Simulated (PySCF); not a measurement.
## PbS (Galena) in PySCF: convergence with k mesh

Input of the first run (k mesh 1 × 1 × 1); the others differ in this setting and in those tied to it:

The input run.py:

```python
import json
import numpy as np
from pyscf.pbc import gto, scf, dft, df

cell = gto.Cell()
cell.a = '''
  0.0000000000    2.9657500000    2.9657500000
  2.9657500000    0.0000000000    2.9657500000
  2.9657500000    2.9657500000    0.0000000000'''
cell.atom = '''
Pb   0.0343582138   -0.0408917610    0.0069665468
S    2.9726690948    2.9387794695    2.9632735988'''
cell.unit = 'A'
cell.basis = {'Pb': 'DZVP-MOLOPT-SR-GTH-q4', 'S': 'DZVP-MOLOPT-SR-GTH-q6'}
cell.pseudo = {'Pb': 'GTH-PBE-q4', 'S': 'GTH-PBE-q6'}
cell.ke_cutoff = 66  # hartree
cell.exp_to_discard = 0.02
cell.precision = 1e-08
cell.max_memory = 2940  # MB
cell.verbose = 4
cell.build()

res = {}
kpts = cell.make_kpts([1, 1, 1])
mf = dft.KRKS(cell, kpts, xc='LDA_X,LDA_C_PW')
mf = mf.multigrid_numint()
mf = mf.smearing(sigma=0.00183747, method='fermi')  # hartree
mf.conv_tol = 1e-07
mf.max_cycle = 60

mf.kernel()
res.update(converged=bool(mf.converged), e_tot=mf.e_tot, nelec=cell.nelectron, nao=cell.nao, mesh=list(map(int, cell.mesh)), a=cell.lattice_vectors().tolist(), coords=cell.atom_coords().tolist(),
           mo_energy=[np.real(x).tolist() for x in mf.mo_energy], mo_occ=[np.real(x).tolist() for x in mf.mo_occ])
res.update(e_free=mf.e_free, e_zero=mf.e_zero)
res.update(kpts=cell.get_scaled_kpts(kpts).tolist())
res['parts'] = {k: float(np.real(v)) for k, v in mf.scf_summary.items() if np.isscalar(v)}
json.dump(res, open('results.json', 'w'))
if not mf.converged:
    raise SystemExit('SCF not converged')

print('levels (eV)')
for i, kp in enumerate(res['kpts'][:40]):
    print('k %7.4f %7.4f %7.4f  ' % tuple(kp), ' '.join('%.3f' % (x * 27.211386) for x in res['mo_energy'][i][:10]))

# Mulliken populations
dm, s = np.asarray(mf.make_rdm1()), np.asarray(mf.get_ovlp())
sites = cell.aoslice_by_atom()[:, 2:]
tot = np.einsum('kij,kji->i', dm, s).real / len(kpts)
res['mulliken'] = [cell.atom_charge(i) - tot[a0:a1].sum() for i, (a0, a1) in enumerate(sites)]
print('Mulliken charges', np.round(res['mulliken'], 5))
res['meta_lowdin'] = mf.mulliken_meta()[1].tolist()

mf._numint = dft.numint.KNumInt()  # the gradient code works on the uniform mesh
g = mf.nuc_grad_method()
de = g.kernel()
res['gradient'] = de.tolist()
json.dump(res, open('results.json', 'w'))
cell.verbose = 3
sigma = g.get_stress()
print('stress (hartree/bohr^3)\n', sigma)
res['stress'] = sigma.tolist()
res['done'] = True
json.dump(res, open('results.json', 'w'))
```

Potentials or basis: DZVP-MOLOPT-SR/GTH-PBE (potentials made for PBE).

The run is started by

```bash
$ OMP_NUM_THREADS=2 python -u run.py > log
```

The cell isn't the ideal one: atoms moved at random.

Hardware: 2 threads of Arm Neoverse V1, with other jobs on the host.

```csv
k mesh,"energy less the tightest run, at zero smearing (meV/atom)",pressure (GPa),largest force (eV/Å),gap on the mesh (eV),SCF cycles,CPU time (s),peak memory (GiB)
1 × 1 × 1,2691.98,27.24,0.222,6.287,6,26,0.32
2 × 2 × 2,733.64,5.84,0.362,0.064,10,76,1.5
3 × 3 × 3,-71.89,-0.51,0.016,2.209,6,180,4.3
4 × 4 × 4,0.00,0.55,0.023,0.225,7,430,6.2
```

Not settled before the last step: the energy (to 1 meV/atom), the pressure (to 0.1 GPa), the largest force (to 0.005 eV/Å), the gap on the mesh (to 0.01 eV). Meshes of other sizes hit other points, so gaps and Fermi surfaces needn't settle smoothly. The tightest run that finished is the yardstick and may itself not be fully converged.

Caveat, for the tightest run too: the k mesh is coarse (spacing up to 0.46 Å⁻¹), so the values aren't converged; the potentials were made for another functional, which shifts forces and pressure; spin-orbit coupling is left out, which as a rule narrows the gap of such compounds by several tenths of an eV; the basis of atomic orbitals isn't converged, which shifts pressures, moduli and gaps.
